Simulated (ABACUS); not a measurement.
# Au (Fm-3m) in ABACUS: notebook

One crystal, Au, is run at these levels: WC; tasks: band structure, equation of state.

All numbers are computed with ABACUS 3.10.1; they aren't measurements. Logs are shortened: lines on timing, memory, paths and dates and some standing lists are left out, and cuts for length are marked.

**What was measured.**

From “Exploring toroidal anvil profiles for larger sample volumes above 4 Mbar”, 2024, pmc:11102561, for a bulk crystal of Au: bulk modulus 167 GPa.

The results are compared with them further down.

### Step 1. The crystal as given

Symmetry: Fm-3m, No. 225, cubic system. The conventional cell has a = 4.070 Å, b = 4.070 Å, c = 4.070 Å, α = 90.00°, β = 90.00°, γ = 90.00°. Au (site symmetry m-3m) is surrounded by 12 Au at 2.88 Å.

### Step 2. Band structure, WC

Contents of INPUT:

```
INPUT_PARAMETERS
suffix              Au
calculation         nscf
basis_type          pw
pseudo_dir          ./
symmetry            -1
dft_functional      wc
ecutwfc             76.0
pseudo_rcut         10
nspin               1
nbands              20
ks_solver           dav
smearing_method     fd
smearing_sigma      0.00367493
scf_thr             1e-08
scf_nmax            100
mixing_type         broyden
mixing_beta         0.7
init_chg            file
pw_diag_thr         1e-07
out_band            1
kpar                4
```

Contents of STRU:

```
ATOMIC_SPECIES
Au 196.9666 Au.upf

LATTICE_CONSTANT
1.8897261246

LATTICE_VECTORS
0.0000000000 2.0350000000 2.0350000000
2.0350000000 0.0000000000 2.0350000000
2.0350000000 2.0350000000 0.0000000000

ATOMIC_POSITIONS
Cartesian

Au
0.0
1
0.0000000000 0.0000000000 0.0000000000 1 1 1
```

Contents of KPT:

```
K_POINTS
12
Line
0.00000000 0.00000000 0.00000000 10 // G
0.50000000 0.00000000 0.50000000 10 // X
0.50000000 0.25000000 0.75000000 10 // W
0.37500000 0.37500000 0.75000000 10 // K
0.00000000 0.00000000 0.00000000 10 // G
0.50000000 0.50000000 0.50000000 10 // L
0.62500000 0.25000000 0.62500000 10 // U
0.50000000 0.25000000 0.75000000 10 // W
0.50000000 0.50000000 0.50000000 10 // L
0.37500000 0.37500000 0.75000000 1 // K
0.62500000 0.25000000 0.62500000 10 // U
0.50000000 0.00000000 0.50000000 1 // X
```

Potentials or basis: PseudoDojo NC SR 0.5 PBE standard, plane waves.

Started as:

```
OMP_NUM_THREADS=1 mpirun -np 4 abacus > log
```

running log:

```text
ABACUS v3.10.1

               Atomic-orbital Based Ab-initio Computation at UStc

 ------------------------------------------------------------------------------------

 READING GENERAL INFORMATION
                           global_out_dir = OUT.Au/
                           global_in_card = INPUT
                               pseudo_dir = ./
                              orbital_dir =
                                    DSIZE = 4
                                    GSIZE = 1

 READING UNITCELL INFORMATION
                                    ntype = 1
                  lattice constant (Bohr) = 1.88973
              lattice constant (Angstrom) = 1

 READING ATOM TYPE 1
                               atom label = Au
                      L=0, number of zeta = 1
                      L=1, number of zeta = 1
                      L=2, number of zeta = 1
             number of atom for this type = 1

                        TOTAL ATOM NUMBER = 1
CARTESIAN COORDINATES ( UNIT =       1.889726124600 Bohr ).
    atom                   x                   y                   z     mag                  vx                  vy                  vz
tauc_Au1            0.0000000000        0.0000000000        0.0000000000  0.0000        0.0000000000        0.0000000000        0.0000000000

                          Volume (Bohr^3) = 113.742
                             Volume (A^3) = 16.8548

 Lattice vectors: (Cartesian coordinate: in unit of a_0)
                   +0              +2.035              +2.035
               +2.035                  +0              +2.035
               +2.035              +2.035                  +0
 Reciprocal vectors: (Cartesian coordinate: in unit of 2 pi/a_0)
              -0.2457             +0.2457             +0.2457
              +0.2457             -0.2457             +0.2457
              +0.2457             +0.2457             -0.2457
 The esolver type has been set to : ksdft_pw

                PAO radial cut off (Bohr) = 10

 Read in pseudopotential file is Au.upf
                     pseudopotential type = NC
          exchange-correlation functional = PBE
                 nonlocal core correction = 1
                        valence electrons = 19
                                     lmax = 3
                           number of zeta = 4
                     number of projectors = 7
                           L of projector = 0
                           L of projector = 0
                           L of projector = 1
                           L of projector = 1
                           L of projector = 2
                           L of projector = 2
                           L of projector = 3
 XC functional updated to : wc
          exchange-correlation functional = WC
     initial pseudo atomic orbital number = 10

 SETUP THE ELECTRONS NUMBER
            electron number of element Au = 19
      total electron number of element Au = 19
            AUTOSET number of electrons:  = 19
                           occupied bands = 10
                                   NBANDS = 20
                                   NLOCAL = 9

%%%%%%%%%%%%%%%%%%%%%%%%%%%%%%%%%%%%%%%%%%%%%%%%%%%%%%%%%%%%%%%%%%%%%%%%%%%%%%%%%%%%%%%%%%%%%%%%%%%%%%%%%%
 Warning: the number of valence electrons in pseudopotential > 11 for Au: [Xe] 4f14 5d10 6s1
 Pseudopotentials with additional electrons can yield (more) accurate outcomes, but may be less efficient.
 If you're confident that your chosen pseudopotential is appropriate, you can safely ignore this warning.
%%%%%%%%%%%%%%%%%%%%%%%%%%%%%%%%%%%%%%%%%%%%%%%%%%%%%%%%%%%%%%%%%%%%%%%%%%%%%%%%%%%%%%%%%%%%%%%%%%%%%%%%%%

 SETUP THE PLANE WAVE BASIS
 energy cutoff for charge/potential (unit:Ry) = 304
            fft grid for charge/potential = [ 32, 32, 32 ]
                        fft grid division = [ 1, 1, 1 ]
        big fft grid for charge/potential = [ 32, 32, 32 ]
                                     nbxx = 32768
                                     nrxx = 32768

 SETUP PLANE WAVES FOR CHARGE/POTENTIAL
                    number of plane waves = 10081
                         number of sticks = 613

 PARALLEL PW FOR CHARGE/POTENTIAL
     PROC   COLUMNS(POT)             PW
        1            613          10081
 --------------- sum -------------------
        1            613          10081
                            number of |g| = 153
                                  max |g| = 27.2866
                                  min |g| = 0

----------- Double Check Mixing Parameters Begin ------------
mixing_type: broyden
mixing_beta: 0.7
mixing_gg0: 1
mixing_gg0_min: 0.1
mixing_ndim: 8
----------- Double Check Mixing Parameters End ------------

 SETUP K-POINTS
                                    nspin = 1
                                   nkstot = 102
K-POINTS DIRECT COORDINATES
 KPOINTS    DIRECT_X    DIRECT_Y    DIRECT_Z  WEIGHT
       1  0.00000000  0.00000000  0.00000000  1.0000
       2  0.05000000  0.00000000  0.05000000  1.0000
       3  0.10000000  0.00000000  0.10000000  1.0000
       4  0.15000000  0.00000000  0.15000000  1.0000
       5  0.20000000  0.00000000  0.20000000  1.0000
       6  0.25000000  0.00000000  0.25000000  1.0000
[... 22 lines left out ...]
      29  0.40000000  0.35000000  0.75000000  1.0000
      30  0.38750000  0.36250000  0.75000000  1.0000
[... 72 further k points ...]

           k-point number in this process = 26
       minimum distributed K point number = 25

[... K-POINTS CARTESIAN COORDINATES: 26 rows ...]

[... K-POINTS DIRECT COORDINATES: 26 rows ...]

 SETUP PLANE WAVES FOR WAVE FUNCTIONS
     energy cutoff for wavefunc (unit:Ry) = 76
              fft grid for wave functions = [ 32, 32, 32 ]
                    number of plane waves = 1687
                         number of sticks = 187

 PARALLEL PW FOR WAVE FUNCTIONS
     PROC   COLUMNS(POT)             PW
        1            187           1687
 --------------- sum -------------------
        1            187           1687

 SETUP NONLOCAL PSEUDOPOTENTIALS IN PLANE WAVE BASIS
 Au non-local projectors:
 projector 1 L=0
 projector 2 L=0
 projector 3 L=1
 projector 4 L=1
 projector 5 L=2
 projector 6 L=2
 projector 7 L=3
      TOTAL NUMBER OF NONLOCAL PROJECTORS = 25

 Init Non-Local PseudoPotential table :
 Init Non-Local-Pseudopotential done.

                                     npwx = 1295

 Make real space PAO into reciprocal space.
       max mesh points in Pseudopotential = 1001
     dq(describe PAO in reciprocal space) = 0.01
                                    max q = 1050

 number of pseudo atomic orbitals for Au is 4
WARNING: norm of atomic wavefunction # 4 of atomic type Au is 0.999951, renormalized

 -------------------------------------------
 NONSELF-CONSISTENT
 -------------------------------------------
                                 init_chg = file
 try to read charge from file
 Read in the charge density: OUT.Au//Au-CHARGE-DENSITY.restart

 PW ALGORITHM --------------- ION=   1  ELEC=   1--------------------------------
 k(1/102) Iter steps (avg)=12 threshold=1e-07
 k(2/102) Iter steps (avg)=11 threshold=1e-07
 k(3/102) Iter steps (avg)=12 threshold=1e-07
 k(4/102) Iter steps (avg)=21 threshold=1e-07
 k(5/102) Iter steps (avg)=15 threshold=1e-07
 k(6/102) Iter steps (avg)=15 threshold=1e-07
 k(7/102) Iter steps (avg)=16 threshold=1e-07
 k(8/102) Iter steps (avg)=15 threshold=1e-07
 k(9/102) Iter steps (avg)=15 threshold=1e-07
 k(10/102) Iter steps (avg)=18 threshold=1e-07
[... 6 lines left out ...]
 k(17/102) Iter steps (avg)=16 threshold=1e-07
 k(18/102) Iter steps (avg)=17 threshold=1e-07
 k(19/102) Iter steps (avg)=13 threshold=1e-07
 k(20/102) Iter steps (avg)=15 threshold=1e-07
 k(21/102) Iter steps (avg)=12 threshold=1e-07
 k(22/102) Iter steps (avg)=15 threshold=1e-07
 k(23/102) Iter steps (avg)=14 threshold=1e-07
 k(24/102) Iter steps (avg)=13 threshold=1e-07
 k(25/102) Iter steps (avg)=17 threshold=1e-07
 k(26/102) Iter steps (avg)=21 threshold=1e-07
[... levels at 26 k points of this process ...]

 Density error is 0.00000000000
                          Error Threshold = 1.00000000000e-07
----------------------------------------------------------
     Energy           Rydberg                 eV
----------------------------------------------------------
 E_KohnSham     -296.1303474930      -4029.0600766248
 E_KS(sigma->0) -296.1302598530      -4029.0588842215
 E_Harris       -296.1303474930      -4029.0600766248
 E_band         -14.8656147324       -202.2570646338
 E_one_elec     -80.4620525247       -1094.7423871112
 E_Hartree      51.5197355859        700.9619634219
 E_xc           -51.9888789969       -707.3449869899
 E_Ewald        -215.1989762774      -2927.9322811390
 E_entropy(-TS) -0.0001752800        -0.0023848065
 E_descf        0.0000000000         0.0000000000
 E_exx          0.0000000000         0.0000000000
 E_Fermi        1.6750261807         22.7899003568
----------------------------------------------------------

 charge density convergence is achieved
 final etot is -4029.0600766 eV
 EFERMI = 22.789900357 eV

 STATE ENERGY(eV) AND OCCUPATIONS    NSPIN == 1
 1/26 kpoint (Cartesian) = 0.0000 0.0000 0.0000 (1243 pws)
       1       -84.7493      0.0196078
       2       -35.9996      0.0196078
       3       -35.9996      0.0196078
       4       -35.9996      0.0196078
       5        10.7896      0.0196078
       6        16.0955      0.0196078
[... 12 lines left out ...]
      19        50.5968        0.00000
      20        50.5968        0.00000

 2/26 kpoint (Cartesian) = 0.0000 0.024570 0.0000 (1251 pws)
       1       -84.7489      0.0196078
       2       -36.0052      0.0196078
       3       -36.0018      0.0196078
       4       -36.0018      0.0196078
       5        10.9079      0.0196078
       6        16.0328      0.0196078
[... 12 lines left out ...]
      19        49.4235        0.00000
      20        51.9267        0.00000

 3/26 kpoint (Cartesian) = 0.0000 0.049140 0.0000 (1287 pws)
       1       -84.7477      0.0196078
       2       -36.0211      0.0196078
       3       -36.0081      0.0196078
       4       -36.0081      0.0196078
       5        11.2567      0.0196078
       6        15.8549      0.0196078
[... 12 lines left out ...]
      19        49.1803        0.00000
      20        53.8024        0.00000

 4/26 kpoint (Cartesian) = 0.0000 0.073710 0.0000 (1295 pws)
       1       -84.7459      0.0196078
       2       -36.0458      0.0196078
       3       -36.0180      0.0196078
       4       -36.0180      0.0196078
       5        11.8132      0.0196078
       6        15.5894      0.0196078
[... 12 lines left out ...]
      19        49.6115        0.00000
      20        54.6299        0.00000

 5/26 kpoint (Cartesian) = 0.0000 0.098280 0.0000 (1295 pws)
       1       -84.7435      0.0196078
       2       -36.0766      0.0196078
       3       -36.0303      0.0196078
       4       -36.0303      0.0196078
       5        12.5219      0.0196078
       6        15.2724      0.0196078
[... 12 lines left out ...]
      19        52.1140        0.00000
      20        53.1022        0.00000

 6/26 kpoint (Cartesian) = 0.0000 0.12285 0.0000 (1283 pws)
       1       -84.7410      0.0196078
       2       -36.1105      0.0196078
       3       -36.0440      0.0196078
       4       -36.0440      0.0196078
       5        13.2500      0.0196078
       6        14.9412      0.0196078
[... 12 lines left out ...]
      19        51.6736        0.00000
      20        54.6166        0.00000

[... levels at 20 further k points ...]

 --------------------------------------------
 !FINAL_ETOT_IS -4029.060076624754 eV
 --------------------------------------------

 Output bands in file: OUT.Au/BANDS_1.dat
```

Run time: 1.8 s. Hardware: 4 MPI ranks of AMD EPYC 9R45 (Zen 5), shared host; peak memory 0.36 GiB.

Levels at the corners of the path, in eV from the Fermi level:
```csv
point,band 5,band 6,band 7,band 8,band 9,band 10,band 11,band 12,band 13,band 14
Γ,-9.99,-4.69,-4.69,-4.69,-3.12,-3.12,14.49,18.52,18.52,18.52
X,-7.13,-6.80,-1.93,-1.56,-1.56,0.98,5.88,10.03,10.03,17.34
W,-6.00,-5.17,-5.17,-3.29,-1.56,4.78,6.36,6.36,9.54,22.64
K,-6.50,-5.87,-3.83,-2.83,-2.02,3.88,4.73,7.54,12.67,17.67
Γ,-9.99,-4.69,-4.69,-4.69,-3.12,-3.12,14.49,18.52,18.52,18.52
L,-7.39,-4.72,-4.72,-1.89,-1.89,-1.02,3.17,13.95,17.19,17.19
U,-6.50,-5.87,-3.83,-2.83,-2.02,3.88,4.73,7.54,12.67,17.67
W,-6.00,-5.17,-5.17,-3.29,-1.56,4.78,6.36,6.36,9.54,22.64
L,-7.39,-4.72,-4.72,-1.89,-1.89,-1.02,3.17,13.95,17.19,17.19
K,-6.50,-5.87,-3.83,-2.83,-2.02,3.88,4.73,7.54,12.67,17.67
U,-6.50,-5.87,-3.83,-2.83,-2.02,3.88,4.73,7.54,12.67,17.67
X,-7.13,-6.80,-1.93,-1.56,-1.56,0.98,5.88,10.03,10.03,17.34
```

Caveat: the density is read from an earlier self-consistent run, whose mesh may be coarse; the potentials were made for another functional, which shifts forces and pressure; spin-orbit coupling is left out, which moves the levels of the heavy elements.

### Step 3. Equation of state, WC, 15.84 Å³/atom (volume scaled by 0.94)

Contents of run_abacus.py:

```python
"""ABACUS run from a structure file: ASE reads it, the script writes STRU, KPT and INPUT."""
import re
import subprocess
from ase.io import read
from ase.units import Bohr

atoms = read("Au.xyz")
atoms = atoms[(-atoms.numbers).argsort(kind="stable")]  # ABACUS lists atoms element by element
pseudo = {'Au': 'Au.upf'}
orbital = {}
magmoms = None
kmesh = [9, 9, 9]
params = {
    'suffix': 'Au',
    'calculation': 'scf',
    'basis_type': 'pw',
    'pseudo_dir': './',
    'symmetry': 1,
    'dft_functional': 'wc',
    'ecutwfc': 76,
    'pseudo_rcut': 10,
    'nspin': 1,
    'nbands': 14,
    'ks_solver': 'dav',
    'smearing_method': 'fd',
    'smearing_sigma': 0.00367493,
    'scf_thr': 1e-08,
    'scf_nmax': 100,
    'mixing_type': 'broyden',
    'mixing_beta': 0.7,
    'cal_force': 1,
    'cal_stress': 1,
    'kpar': 4,
}

symbols = atoms.get_chemical_symbols()
elements = list(dict.fromkeys(symbols))
lines = ["ATOMIC_SPECIES"] + [f"{e} {atoms.get_masses()[symbols.index(e)]:.4f} {pseudo[e]}" for e in elements]
if orbital:
    lines += ["", "NUMERICAL_ORBITAL"] + [orbital[e] for e in elements]
lines += ["", "LATTICE_CONSTANT", f"{1 / Bohr:.10f}", "", "LATTICE_VECTORS"]
lines += [" ".join(f"{x:.10f}" for x in v) for v in atoms.cell]
lines += ["", "ATOMIC_POSITIONS", "Direct"]
for e in elements:
    lines += ["", e, "0.0", str(symbols.count(e))]
    for i, p in enumerate(atoms.get_scaled_positions(wrap=False)):
        if symbols[i] == e:
            mag = "" if magmoms is None else " mag " + " ".join(str(x) for x in (magmoms[i] if isinstance(magmoms[i], list) else [magmoms[i]]))
            lines.append(" ".join(f"{x:.10f}" for x in p) + " 1 1 1" + mag)
open("STRU", "w").write("\n".join(lines) + "\n")
open("KPT", "w").write("K_POINTS\n0\nGamma\n%d %d %d 0 0 0\n" % tuple(kmesh))
open("INPUT", "w").write("INPUT_PARAMETERS\n" + "".join(f"{k:<20s}{v}\n" for k, v in params.items()))

done = subprocess.run(['mpirun', '-np', '4', 'abacus'])
if done.returncode:
    raise SystemExit(done.returncode)
log = open("OUT.Au/running_scf.log").read()
print("final energy (eV):", re.findall(r"FINAL_ETOT_IS (\S+)", log))
```

Contents of Au.xyz:

```xyz
1
Lattice="0.0000000000 1.9934577312 1.9934577312 1.9934577312 0.0000000000 1.9934577312 1.9934577312 1.9934577312 0.0000000000" Properties=species:S:1:pos:R:3 pbc="T T T"
Au     0.0000000000      0.0000000000      0.0000000000
```

Potentials or basis: PseudoDojo NC SR 0.5 PBE standard, plane waves.

Started as:

```
OMP_NUM_THREADS=1 python run_abacus.py > log
```

Run time: 1.6 s. Hardware: 4 MPI ranks of AMD EPYC 9R45 (Zen 5), shared host; peak memory 0.36 GiB.

It converged, with:

* Free energy: -4030.8243 eV
* Pressure: 17.0 GPa
* Band gap on the k mesh: none (metal or under the smearing width)

Caveat: the potentials were made for another functional, which shifts forces and pressure.

### Step 4. Equation of state, WC, 16.52 Å³/atom (volume scaled by 0.98)

run_abacus.py is that of step 3.

Contents of Au.xyz:

```xyz
1
Lattice="0.0000000000 2.0213418704 2.0213418704 2.0213418704 0.0000000000 2.0213418704 2.0213418704 2.0213418704 0.0000000000" Properties=species:S:1:pos:R:3 pbc="T T T"
Au     0.0000000000      0.0000000000      0.0000000000
```

Started as:

```
OMP_NUM_THREADS=1 python run_abacus.py > log
```

Wall time 1.6 s (4 MPI ranks of AMD EPYC 9R45 (Zen 5), shared host); peak memory 0.36 GiB.

The run converged. Its results:

- Free energy: -4030.8739 eV
- Pressure: 7.0 GPa
- Band gap on the k mesh: none (metal or under the smearing width)

Caveat: the potentials were made for another functional, which shifts forces and pressure.

### Step 5. Equation of state, WC, 17.19 Å³/atom (volume scaled by 1.02)

run_abacus.py is that of step 4.

Contents of Au.xyz:

```xyz
1
Lattice="0.0000000000 2.0484772140 2.0484772140 2.0484772140 0.0000000000 2.0484772140 2.0484772140 2.0484772140 0.0000000000" Properties=species:S:1:pos:R:3 pbc="T T T"
Au     0.0000000000      0.0000000000      0.0000000000
```

Started as:

```
OMP_NUM_THREADS=1 python run_abacus.py > log
```

Wall time 1.6 s (4 MPI ranks of AMD EPYC 9R45 (Zen 5), shared host); peak memory 0.36 GiB.

It converged, with:

```yaml
Free_energy: -4030.8866 eV
Pressure: -0.6 GPa
Band_gap_on_the_k_mesh: none (metal or under the smearing width)
```

Caveat: the potentials were made for another functional, which shifts forces and pressure.

### Step 6. Equation of state, WC, 17.87 Å³/atom (volume scaled by 1.06)

run_abacus.py is that of step 5.

Contents of Au.xyz:

```xyz
1
Lattice="0.0000000000 2.0749120936 2.0749120936 2.0749120936 0.0000000000 2.0749120936 2.0749120936 2.0749120936 0.0000000000" Properties=species:S:1:pos:R:3 pbc="T T T"
Au     0.0000000000      0.0000000000      0.0000000000
```

Potentials or basis: PseudoDojo NC SR 0.5 PBE standard, plane waves.

Started as:

```
OMP_NUM_THREADS=1 python run_abacus.py > log
```

Run time: 1.6 s. Hardware: 4 MPI ranks of AMD EPYC 9R45 (Zen 5), shared host; peak memory 0.36 GiB.

It converged, with:

```yaml
Free_energy: -4030.8711 eV
Pressure: -6.5 GPa
Band_gap_on_the_k_mesh: none (metal or under the smearing width)
```

Caveat: the potentials were made for another functional, which shifts forces and pressure.

### Step 7. Equation of state, WC

This step only gathers the single runs of the series.

What came out:

- Equilibrium volume: 17.13 Å³/atom
- Bulk modulus: 174 GPa
- Pressure derivative of the bulk modulus: 5.7 (rough: it moves with the points fitted)

Energy against volume, from the lowest point:
```tsv
volume (Å³/atom)	energy (meV/atom)
15.843	62.31
16.518	12.75
17.192	0.00
17.866	15.57
```

Caveat: the potentials were made for another functional, which shifts forces and pressure. Spin-orbit coupling is left out, which matters for the levels of Au.

### Step 8. Against experiment

Step 7. Measured bulk modulus of Au: 167 GPa (quoted in “Exploring toroidal anvil profiles for larger sample volumes above 4 Mbar”, 2024, pmc:11102561). This calculation gives 174 GPa (+4.4 %). The fit is for a static lattice scaled at fixed shape and fixed fractional positions.
